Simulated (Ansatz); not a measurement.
Recipe of this trial structure of C: 4-connected net of one element (Cccm, No. 66). Lengths were set from tabulated atomic sizes, so they are only a guess.

```cif
data_structure
_symmetry_space_group_name_H-M 'Cccm'
_symmetry_Int_Tables_number 66
_cell_length_a 3.0027
_cell_length_b 5.1638
_cell_length_c 4.2241
_cell_angle_alpha 90.000
_cell_angle_beta 90.000
_cell_angle_gamma 90.000
_cell_volume 65.50
loop_
_atom_site_label
_atom_site_type_symbol
_atom_site_symmetry_multiplicity
_atom_site_Wyckoff_symbol
_atom_site_fract_x
_atom_site_fract_y
_atom_site_fract_z
_atom_site_occupancy
C1 C 4 b 0.50000 0.00000 0.75000 1
C2 C 8 l 0.19745 0.89420 0.50000 1
```

These are results of DFT PBE, scalar-relativistic, plane waves, PAW in Ansatz, not measurements. Cutoff 420 eV, Gaussian smearing, Γ-centred meshes. Cell and atoms relax first on a coarse mesh and then on a converged one. In between, the cell is made exact in the group found at 0.06 Å. The steps can't lower the symmetry of their start. No spin polarisation in the relaxation; trial moments died out in a coarse test.

A guess keeps its type if space group and coordination stay and the shape of the cell changes little (axis ratios within about 15 %, angles within 6°); the volume may change.

Q: Will the relaxed cell still be of the starting type?

A: It doesn't keep its type. The symmetry goes from Cccm (No. 66) to P4_2/mmc (No. 131). The volume per atom grows by 61.0 %, from 5.5 to 8.8 Å³. The shortest distance goes from 1.50 Å (C–C) to 1.33 Å (C–C). Counting neighbours within 15 % of an atom's shortest distance, the start has C 4 and the end C 1/4. In detail, at the end C on a site of symmetry -4m2 has 4 C at 1.53 Å; around C on a site of symmetry m2m lie 1 C at 1.33 Å and 2 C at 1.53 Å.

```cif
data_structure
_symmetry_space_group_name_H-M 'P4_2/mmc'
_symmetry_Int_Tables_number 131
_cell_length_a 3.4382
_cell_length_b 3.4382
_cell_length_c 4.4592
_cell_angle_alpha 90.000
_cell_angle_beta 90.000
_cell_angle_gamma 90.000
_cell_volume 52.71
loop_
_atom_site_label
_atom_site_type_symbol
_atom_site_symmetry_multiplicity
_atom_site_Wyckoff_symbol
_atom_site_fract_x
_atom_site_fract_y
_atom_site_fract_z
_atom_site_occupancy
C1 C 2 f 0.50000 0.50000 0.75000 1
C2 C 4 m 0.50000 0.19371 0.50000 1
```

The last run used an 8×8×6 mesh (in the run's order of axes) for its 6-atom cell and Gaussian smearing of 0.02 eV. The end has Cccm (No. 66) at a tolerance of 0.01 Å; the cell shown is made exact in the group found at 0.02 Å. Symmetry constrained the relaxation, so the result can be a saddle point. Another cell of C relaxed alike, in Fd-3m, lies 0.56 eV/atom lower, so this cell isn't the stable form at this level.

In counts of neighbours, a slash parts the counts of unlike sites.
